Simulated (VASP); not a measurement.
# A slab model of blue phosphorene bilayer, AA, part 3 of 3

Aim: model blue phosphorene bilayer, AA by a slab and find how far its highest filled level lies below the vacuum.

VASP 6.6.1; LDA; plane waves and PAW (P).

So far. Step 3 (Potential and states of the slab): The vacuum level lies 5.79 eV above the highest filled level at the upper face; both faces agree, as the slab has next to no dipole. Step 4 (The slab in a field, field -0.1): Energy at zero smearing: -23.77097 eV.

### Step 5. The slab in a field, field 0.1

File INCAR:

```
SYSTEM = P
PREC = Normal
ENCUT = 340
EDIFF = 1E-06
NELM = 120
ISMEAR = -1
SIGMA = 0.05
LREAL = .FALSE.
ALGO = Fast
GGA = CA
NBANDS = 16
LORBIT = 11
LWAVE = .FALSE.
LCHARG = .FALSE.
KPAR = 2
IDIPOL = 3
LDIPOL = .TRUE.
DIPOL = 0.5 0.5 0.5
EFIELD = 0.1
LVHAR = .TRUE.
```

File POSCAR:

```
P
1.0
    3.2183257771      0.0000000000      0.0000000000
   -1.6091628885      2.7871518806      0.0000000000
    0.0000000000      0.0000000000     23.6800000000
P
4
Direct
    0.6666666667      0.3333333333      0.3801812730
    0.3333333333      0.6666666667      0.4323969773
    0.6666666667      0.3333333333      0.5676030227
    0.3333333333      0.6666666667      0.6198187270
```

File KPOINTS:

```
Automatic mesh
0
Gamma
12 12 1
0 0 0
```

PAW data sets: P (LDA family, release 64).

Run with:

```
> mpirun -np 2 vasp_std
```

The log of the run:

```text
[... set-up lines as in an earlier step ...]
 entering main loop
       N       E                     dE             d eps       ncg     rms          rms(c)
DAV:   1     0.101140483554E+03    0.10114E+03   -0.57790E+03   608   0.671E+02
DAV:   2    -0.143416174281E+02   -0.11548E+03   -0.10968E+03   896   0.150E+02
DAV:   3    -0.238903794903E+02   -0.95488E+01   -0.94943E+01   808   0.521E+01
DAV:   4    -0.240908854467E+02   -0.20051E+00   -0.20026E+00   936   0.903E+00
DAV:   5    -0.240955243501E+02   -0.46389E-02   -0.46377E-02   896   0.123E+00    0.108E+01
RMM:   6    -0.238600916567E+02    0.23543E+00   -0.15447E-01   643   0.177E+00    0.641E+00
RMM:   7    -0.237705411588E+02    0.89550E-01   -0.29412E-01   680   0.251E+00    0.308E-01
RMM:   8    -0.237709443968E+02   -0.40324E-03   -0.29347E-02   756   0.111E+00    0.238E-01
RMM:   9    -0.237704476550E+02    0.49674E-03   -0.56828E-03   791   0.498E-01    0.102E-01
RMM:  10    -0.237706581625E+02   -0.21051E-03   -0.10693E-03   892   0.210E-01    0.679E-02
RMM:  11    -0.237708373012E+02   -0.17914E-03   -0.15017E-04   810   0.715E-02    0.527E-02
RMM:  12    -0.237708321490E+02    0.51522E-05   -0.34064E-05   806   0.321E-02    0.643E-03
RMM:  13    -0.237708842358E+02   -0.52087E-04   -0.14548E-05   771   0.188E-02    0.161E-02
RMM:  14    -0.237709417087E+02   -0.57473E-04   -0.10473E-05   676   0.120E-02    0.671E-03
RMM:  15    -0.237709652894E+02   -0.23581E-04   -0.30402E-06   596   0.693E-03    0.185E-03
RMM:  16    -0.237709733427E+02   -0.80533E-05   -0.10586E-06   551   0.432E-03    0.146E-03
RMM:  17    -0.237709767886E+02   -0.34459E-05   -0.29394E-07   426   0.255E-03    0.600E-04
RMM:  18    -0.237709783056E+02   -0.15170E-05   -0.90088E-08   313   0.178E-03    0.527E-04
RMM:  19    -0.237709791892E+02   -0.88363E-06   -0.45135E-08   244   0.148E-03
   1 F= -.23770979E+02 E0= -.23770974E+02  d E =-.109080E-04
```

Run time: 5.4 s. Hardware: 2 MPI ranks of Intel Xeon 6975P-C (Granite Rapids), shared host; peak memory 0.28 GiB; 9.7 s of CPU time.

Parts of OUTCAR (step 5):

```text
   NELECT =      20.0000    total number of electrons

 dipolmoment           0.000000      0.000000      0.037756 electrons x Angstroem

 E-fermi :  -1.1515

 k-point     1 :       0.0000    0.0000    0.0000
  band No.  band energies     occupation
    ...
      6      -2.2965      2.00000
      7      -2.2965      2.00000
      8      -2.2200      2.00000
      9      -2.2200      2.00000
     10      -1.8228      2.00000
     11       1.7556      0.00000
     12       1.7556      0.00000
     13       1.8226      0.00000
     14       1.8226      0.00000
     15       1.9039      0.00000
    ...

  Total       -0.0335562     -0.0335562     -0.0967343     -0.0000000      0.0000000      0.0000000
  in kB       -0.2531109     -0.2531109     -0.7296573     -0.0000000      0.0000000      0.0000000
  external PRESSURE =      -0.4119597 kB  Pullay stress =       0.0000000 kB

 POSITION                                       TOTAL-FORCE (eV/Angst)
 -----------------------------------------------------------------------------------
      1.60916      0.92905      9.00269        -0.000000      0.000000     -0.004471
     -0.00000      1.85810     10.23916         0.000000      0.000000      0.019553
      1.60916      0.92905     13.44084        -0.000000      0.000000     -0.019842
     -0.00000      1.85810     14.67731        -0.000000      0.000000      0.004759
 -----------------------------------------------------------------------------------
    total drift:                                0.000000     -0.000000     -0.000330

  FREE ENERGIE OF THE ION-ELECTRON SYSTEM (eV)
  ---------------------------------------------------
  free  energy   TOTEN  =       -23.7709791892 eV

  energy  without entropy=      -23.7709682813  energy(sigma->0) =      -23.77097374

 vacuum level on the upper side and lower side of the slab         3.359         4.876

[... 8 parts as in an earlier step ...]

[... 9 further parts left out ...]
```

This step gave:

* Fermi energy: -1.151 eV
* dipole moment: 0, 0, 0.03776 e·Å
* gap on the k-mesh: 0.927 eV

The planar average of the electrostatic potential oscillates, so the rows of the table below give means over windows of 2.19 Å about each position, cut where the curve ends. Its maxima inside the range that stand out by 2 % of the span (Å: eV): 0.4: 6.03, 9.6: -10.8, 11.8: 4.30, 14.0: -10.8, 17.2: 5.07. Its minima: 9.1: -15.4, 10.2: -15.5, 13.5: -15.5, 14.6: -15.4, 23.2: 4.51.

Zero at the Fermi level. Planar average of the electrostatic potential against height; means over each step:

height (Å), planar average of the electrostatic potential (eV) and a bar from the least value:
```
     1.09        5.9 ##############################
     3.29        5.7 ##############################
     5.48        5.5 #############################
     7.67        1.6 #######################
     9.86      -12.2 #
    12.05        1.0 ######################
    14.24      -12.5 
    16.43        3.9 ###########################
    18.62        5.0 ############################
    20.81        4.8 ############################
    23.00        4.6 ############################
```

Energy at zero smearing: -23.77097 eV.

### Step 6. Putting the energies together

This step: slab, LDA; plane waves and PAW (VASP 6.6.1).

No new run; the numbers come from the runs before.

This step gave:

| Item | Value |
| --- | --- |
| polarisability per area of the slab or monolayer | 0.6061 Å |
| ionisation potential at the upper face | 5.787 eV |

VASP counts both for electrons: a positive EFIELD is a field along -c, and a positive dipole, in electrons times A, points along -c. Field, by row:

```csv
EFIELD (eV/Å),dipole along z (e Å),energy change (eV)
-0.1,-0.03775,-0.001891
0,0,0
0.1,0.03776,-0.001891
```

The polarisability is the slope of the dipole against the field, as a volume for each unit of area.

### Step 7. Summary of results

```json
{"ionisation potential of the slab": "5.79 eV", "polarisability per area of the slab or monolayer": "0.606 Å"}
```

**Reading.** The ionisation potential is 5.79 eV at both faces. The atoms hardly moved within the symmetry of the start. Semilocal band edges put the ionisation potential too low and the gap too small. The slab has a gap, so the level below the vacuum is counted from the highest filled level.

[Lines on the potential files, build, host, timing and source positions are cut from VASP's logs without a mark.]

[Logs are printed without paths, hosts, clocks, repeated set-up lines and the standing remarks that a program may print on its own settings, such as how far it seeks lower states.]

[Hosts, paths, dates, database ids (printed as entryN), source tags and the programs' standing remarks are cut or masked in the printed files.]

[In band tables of VASP the shares of atoms and orbitals are scaled to a sum of 1 inside the atoms' spheres.]

[Runs that stopped without an error message from VASP are left out.]
